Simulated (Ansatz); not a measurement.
**Band structure of BeSe**

```
Be Se
1.0
     0.00000    2.53500    2.53500
     2.53500    0.00000    2.53500
     2.53500    2.53500    0.00000
Be Se
1 1
Direct
  0.00000 0.00000 0.00000
  0.75000 0.75000 0.75000
```

Atoms are numbered in the order listed.

The conventional cell has a = 5.070 Å, b = 5.070 Å, c = 5.070 Å, α = 90.00°, β = 90.00°, γ = 90.00°. Be (atom 1) is surrounded by 4 Se at 2.20 Å. Se (atom 2) has 4 Be at 2.20 Å as nearest neighbours.

The geometry is COD entry 9008837, unchecked; take it as a test cell. It differs from other determinations.

Theory: DFT, PBE, all-electron LAPW, Dirac equation with spin-orbit coupling (Ansatz 0.2.0).

Settings: a Γ-centred 10×10×10 k mesh, Fermi–Dirac smearing of 0.02 eV, basis error target 1 meV/atom, no spin polarisation.

Points in fractions of the reciprocal vectors of this cell: Γ (0, 0, 0), X (-0.5, -0.5, 0), U (-0.375, -0.375, 0.25), K (-0.375, 0, 0.375), L (0, 0, 0.5), W (-0.5, -0.25, 0.25). The path joins them by straight lines in the order Γ–X–U–K–Γ–L–W–X; legs that retrace an earlier one aren't tabulated. Energies are in eV from the top of the valence band.

**Question.** Metal or insulator at this level of theory?

**Answer.** An insulator or semiconductor: gap 2.39 eV, indirect from Γ to X (-0.5, -0.5, 0).

**Question.** Tabulate bands 24 to 31, counted from the lowest band of the run, along the path.

**Answer.** 
| k (1/Å) | point | band 24 | band 25 | band 26 | band 27 | band 28 | band 29 | band 30 | band 31 |
| --- | --- | --- | --- | --- | --- | --- | --- | --- | --- |
| 0.00 | Γ | -0.45 | 0.00 | 0.00 | 0.00 | 0.00 | 4.55 | 4.55 | 4.85 |
| 0.25 |  | -1.04 | -0.63 | -0.63 | -0.47 | -0.47 | 4.46 | 4.46 | 5.50 |
| 0.50 |  | -2.45 | -1.57 | -1.57 | -1.36 | -1.36 | 3.92 | 3.92 | 6.22 |
| 0.74 |  | -3.89 | -2.36 | -2.36 | -2.16 | -2.16 | 3.26 | 3.26 | 5.12 |
| 0.99 |  | -5.01 | -2.88 | -2.88 | -2.68 | -2.68 | 2.65 | 2.65 | 4.29 |
| 1.24 | X | -5.46 | -3.05 | -3.05 | -2.86 | -2.86 | 2.39 | 2.39 | 4.04 |
| 1.33 |  | -5.43 | -3.12 | -3.11 | -2.89 | -2.88 | 2.50 | 2.50 | 4.13 |
| 1.41 |  | -5.37 | -3.37 | -3.34 | -2.86 | -2.86 | 2.75 | 2.75 | 4.44 |
| 1.50 |  | -5.27 | -3.74 | -3.70 | -2.78 | -2.78 | 3.04 | 3.05 | 5.00 |
| 1.59 |  | -5.13 | -4.12 | -4.06 | -2.65 | -2.65 | 3.31 | 3.32 | 5.79 |
| 1.68 | U | -4.96 | -4.46 | -4.35 | -2.49 | -2.49 | 3.56 | 3.58 | 6.75 |
| 1.83 |  | -4.95 | -4.42 | -4.31 | -2.62 | -2.60 | 4.08 | 4.10 | 7.29 |
| 1.98 |  | -5.01 | -4.17 | -4.08 | -2.94 | -2.90 | 5.20 | 5.24 | 6.82 |
| 2.13 |  | -5.01 | -4.17 | -4.08 | -2.94 | -2.90 | 5.20 | 5.24 | 6.82 |
| 2.28 |  | -4.95 | -4.42 | -4.31 | -2.62 | -2.60 | 4.08 | 4.10 | 7.29 |
| 2.44 | K | -4.96 | -4.46 | -4.35 | -2.49 | -2.49 | 3.56 | 3.58 | 6.75 |
| 2.70 |  | -5.03 | -4.15 | -4.09 | -1.86 | -1.86 | 4.40 | 4.41 | 8.03 |
| 2.96 |  | -4.52 | -3.10 | -3.06 | -1.13 | -1.13 | 5.19 | 5.20 | 6.62 |
| 3.23 |  | -3.17 | -1.86 | -1.83 | -0.53 | -0.53 | 5.18 | 5.18 | 5.63 |
| 3.49 |  | -1.36 | -0.70 | -0.67 | -0.19 | -0.18 | 4.72 | 4.72 | 5.06 |
| 3.75 | Γ | -0.45 | 0.00 | 0.00 | 0.00 | 0.00 | 4.55 | 4.55 | 4.85 |
| 3.97 |  | -1.15 | -0.40 | -0.40 | -0.16 | -0.16 | 4.59 | 4.59 | 5.11 |
| 4.18 |  | -2.85 | -0.76 | -0.76 | -0.50 | -0.50 | 4.53 | 4.53 | 5.60 |
| 4.39 |  | -4.49 | -1.10 | -1.10 | -0.85 | -0.85 | 4.44 | 4.44 | 5.88 |
| 4.61 |  | -5.68 | -1.33 | -1.33 | -1.08 | -1.08 | 4.38 | 4.38 | 5.87 |
| 4.82 | L | -6.14 | -1.41 | -1.41 | -1.17 | -1.17 | 4.35 | 4.35 | 5.83 |
| 5.00 |  | -6.05 | -1.79 | -1.77 | -1.40 | -1.38 | 4.73 | 4.73 | 5.68 |
| 5.17 |  | -5.80 | -2.70 | -2.67 | -1.85 | -1.81 | 5.22 | 5.23 | 5.54 |
| 5.35 |  | -5.39 | -3.61 | -3.56 | -2.48 | -2.44 | 5.45 | 5.48 | 5.88 |
| 5.53 |  | -4.89 | -4.22 | -4.11 | -3.18 | -3.14 | 5.78 | 5.82 | 6.46 |
| 5.70 | W | -4.66 | -4.29 | -4.10 | -3.64 | -3.63 | 6.05 | 6.05 | 7.14 |
| 5.82 |  | -4.85 | -4.06 | -3.94 | -3.58 | -3.57 | 5.20 | 5.20 | 6.47 |
| 5.95 |  | -5.10 | -3.71 | -3.63 | -3.41 | -3.40 | 4.12 | 4.12 | 5.51 |
| 6.07 |  | -5.29 | -3.38 | -3.34 | -3.17 | -3.16 | 3.22 | 3.22 | 4.74 |
| 6.20 |  | -5.41 | -3.15 | -3.13 | -2.95 | -2.95 | 2.61 | 2.61 | 4.22 |
| 6.32 | X | -5.46 | -3.05 | -3.05 | -2.86 | -2.86 | 2.39 | 2.39 | 4.04 |

Kohn–Sham gaps of semilocal functionals usually fall short of measured ones.
